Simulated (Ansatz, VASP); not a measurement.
**One calculation of MgO, two programs**

Contents of INCAR:

```
PREC = Accurate
ENCUT = 520
EDIFF = 1E-6
ISMEAR = 0
SIGMA = 0.05
LREAL = F
LASPH = T
NELM = 60
ALGO = Normal
ISIF = 2
LWAVE = F
LCHARG = F
GGA = PS
NBANDS = 16
```

The input KPOINTS:

```
regular mesh
0
Gamma
  9 9 6
```

The input POSCAR:

```
MgO
1.0
    3.5763691814      0.0000000000      0.0000000000
   -1.7881845907      3.0972265644      0.0000000000
    0.0000000000      0.0000000000      3.9988201221
Mg O
2 2
Direct
    0.6586046991      0.3172093983      0.7500000000
    0.3413953009      0.6827906017      0.2500000000
    0.6726026025      0.3452052050      0.2500000000
    0.3273973975      0.6547947950      0.7500000000
```

Input for Ansatz:

```yaml
crystal:
  lattice:
    - [3.5763691814, 0.0, 0.0]
    - [-1.7881845907, 3.0972265644, 0.0]
    - [0.0, 0.0, 3.9988201221]
  atoms:
    - { symbol: Mg, position: [0.6586046991, 0.3172093983, 0.75] }
    - { symbol: Mg, position: [0.3413953009, 0.6827906017, 0.25] }
    - { symbol: O, position: [0.6726026025, 0.345205205, 0.25] }
    - { symbol: O, position: [0.3273973975, 0.654794795, 0.75] }
basis:
  ecutwfc: 520.0
kpoints:
  mp_grid: { grid: [9, 9, 6] }
hamiltonian:
  xc: pbesol
  pseudopotentials: { kind: paw, azcp: { folder: soft_1 } }
scf:
  occupations: { method: gaussian, width: 0.05 }
output:
  forces: true
  stress: true
  eigenvalues: true
```

Change from the starting cell: mode 5 frozen in at -0.049 Å, strain +e along z and -e/2 along x and y -0.0467.

Alike in both runs: task single point; functional PBEsol; k mesh 9 × 9 × 6; occupations gaussian, width 0.05 eV; no spin polarisation.

```csv
,VASP,Ansatz
version,VASP 6.6.1,Ansatz 0.2.0
potentials or method,"VASP PAW PBE potentials, release 64 (Mg, O)","scalar-relativistic, plane waves, PAW"
plane-wave cutoff (eV),520,520
valence electrons in the cell,16,32
```

VASP gave:

```
gap on the k mesh at the Fermi level (eV)       : 3.35
least direct gap on the mesh (eV)               : 3.35
pressure (GPa)                                  : 1.7
largest component of the traceless stress (GPa) : 9.80
rms of the force components (eV/Å)              : 0.183
```

Question: Which values does Ansatz return?

Answer: gap on the k mesh at the Fermi level (eV): 3.35; least direct gap on the mesh (eV): 3.35; pressure (GPa): 2.1; largest component of the traceless stress (GPa): 9.77; rms of the force components (eV/Å): 0.181.

Atom by atom the forces differ by 0.002 eV/Å (rms over components). The functional is the same, so the differences come from potentials, cutoffs and numerics. The two sets of potentials don't hold the same shells in valence. Ansatz warned: «pseudo_functional_mismatch».

Caveats: the PAW data sets were made with another functional, which shifts forces and pressure a little (VASP).
